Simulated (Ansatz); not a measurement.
BN, a slab with vacuum:

```xyz
8
Lattice="2.5040 0.0000 0.0000 -1.2520 2.1685 0.0000 0.0000 0.0000 24.9918" Properties=species:S:1:pos:R:3 pbc="T T T"
B     1.2520    0.7228    7.5000
N     0.0000    1.4457    7.5000
B     0.0000    1.4457   10.8306
N     1.2520    0.7228   10.8306
B     1.2520    0.7228   14.1612
N     0.0000    1.4457   14.1612
B     0.0000    1.4457   17.4918
N     1.2520    0.7228   17.4918
```

The cell isn't the ideal one: the (0 0 1) slab of BN, cut from the database cell, not relaxed.

Base run:

```yaml
Program: Ansatz 0.2.0
Functional: LDA
Potentials_or_basis: Ansatz PAW
Cutoff: "420 eV (not typed: the program's choice for these potentials)"
k_mesh: 12 × 12 × 1
Occupations: fermi-dirac, width 0.05 eV
Spin: no spin polarisation
```

Its results: band gap on the k mesh 4.16 eV, indirect (least direct gap 4.55 eV); largest force 0.044 eV/Å.

**Question.** After a change of settings the same cell gave: band gap on the k mesh 4.90 eV, indirect (least direct gap 5.34 eV); largest force 0.043 eV/Å. Which change was it?
A. functional from LDA to BLYP
B. functional from LDA to r2SCAN; cutoff from 420 eV (not typed: the program's choice for these potentials) to 500 eV (not typed: the program's choice for these potentials)
C. functional from LDA to RPBE
D. functional from LDA to revPBE

**Answer.** B.

r2SCAN gives the wider gap, since meta-GGAs in the generalised Kohn-Sham scheme recover part of the derivative discontinuity.

Caveats: the PAW data sets come from PBE, with cores solved anew for the run's functional, which leaves a small shift of forces and pressure.

Runs at the PBE level aren't shown here.
